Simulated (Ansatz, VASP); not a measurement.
# Two plane-wave programs on WSe2

The input INCAR:

```
ALGO     = Normal         # electronic algorithm
EDIFF    = 1E-6           # SCF threshold, eV
ENCUT    = 520            # plane-wave cutoff, eV
GGA      = PS             # functional
ISIF     = 2              # what is computed and relaxed
ISMEAR   = 0              # smearing method
LASPH    = T              # aspherical terms in the spheres
LCHARG   = F              # write CHGCAR
LREAL    = F              # projectors in reciprocal space
LWAVE    = F              # write WAVECAR
NBANDS   = 20             # bands
NELM     = 100            # most SCF steps
PREC     = Accurate       # precision mode
SIGMA    = 0.05           # smearing width, eV
```

KPOINTS

```
k-points
0
Gamma
  9 9 2
```

Contents of POSCAR:

```
WSe2
1.0
    3.2702124402      0.0000000000      0.0000000000
   -1.6351062201      2.8320870490      0.0000000000
    0.0000000000      0.0000000000     16.6611439352
W Se
1 2
Direct
    0.0000000000      0.0000000000      0.0000000000
    0.3333333333      0.6666666667      0.1003991023
    0.3333333333      0.6666666667      0.8996008977
```

Input for Ansatz:

```yaml
crystal:
  lattice:
    - [3.2702124402, 0.0, 0.0]
    - [-1.6351062201, 2.832087049, 0.0]
    - [0.0, 0.0, 16.6611439352]
  atoms:
    - { symbol: W, position: [0.0, 0.0, 0.0] }
    - { symbol: Se, position: [0.3333333333, 0.6666666667, 0.1003991023] }
    - { symbol: Se, position: [0.3333333333, 0.6666666667, 0.8996008977] }
basis:
  ecutwfc: 420
kpoints:
  mp_grid: { grid: [9, 9, 2] }
hamiltonian:
  xc: pbesol
  pseudopotentials: { kind: paw, azcp: { folder: soft_1 } }
scf:
  occupations: { method: gaussian, width: 0.05 }
output:
  forces: true
  stress: true
  eigenvalues: true
```

Alike in both runs: task single point; functional PBEsol; k mesh 9 × 9 × 2; occupations gaussian, width 0.05 eV; no spin polarisation.

|  | VASP | Ansatz |
| --- | --- | --- |
| version | VASP 6.6.1 | Ansatz 0.2.0 |
| potentials or method | VASP PAW PBE potentials, release 64 (W_sv, Se) | scalar-relativistic, plane waves, PAW |
| plane-wave cutoff (eV) | 520 | 420 |
| valence electrons in the cell | 26 | 46 |

```csv
,VASP,Ansatz,Ansatz less VASP
gap on the k mesh at the Fermi level (eV),1.69,1.69,+0.004
least direct gap on the mesh (eV),1.69,1.69,+0.004
rms of the force components (eV/Å),0.029,0.001,-0.0282
```

Atom by atom the forces differ by 0.029 eV/Å (rms over components). The functional is the same, so the differences come from potentials, cutoffs and numerics. The two sets of potentials don't hold the same shells in valence. Ansatz warned: «pseudo_functional_mismatch».

Caveats: the PAW data sets were made with another functional, which shifts forces and pressure a little (VASP); spin-orbit coupling is left out, which moves the levels of the heavy elements.
